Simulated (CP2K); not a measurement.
The system is ZnS.

```
Zn S
1.0
     3.82121    0.00000    0.00000
     1.91060    3.30926    0.00000
     1.91060    1.10309    3.12000
Zn S
1 1
Direct
  0.75000 0.75000 0.75000
  0.00000 0.00000 0.00000
```

Base run:

```yaml
Program: CP2K 2026.2
Functional: PBE
Potentials_or_basis: POTENTIAL_UZH Zn GTH-PBE-q12, S GTH-PBE-q6; TZVP-MOLOPT-PBE-GTH basis
Density_cutoff: 6123 eV
k_mesh: 9 × 9 × 9
Occupations: fermi-dirac, width 0.01 eV
Spin: no spin polarisation
```

Its results: band gap on the k mesh 2.08 eV, direct; pressure 2.0 GPa.

The run is repeated on the same cell with these changes: functional from PBE to PBEsol; occupations from fermi-dirac, width 0.01 eV to fermi-dirac, width 0.05 eV. What comes out?

Band gap on the k mesh 1.90 eV, direct; pressure -1.3 GPa.

Caveats: the basis of atomic orbitals isn't converged, which shifts pressures, moduli and gaps; the potentials were made for another functional, which shifts forces and pressure (some runs).
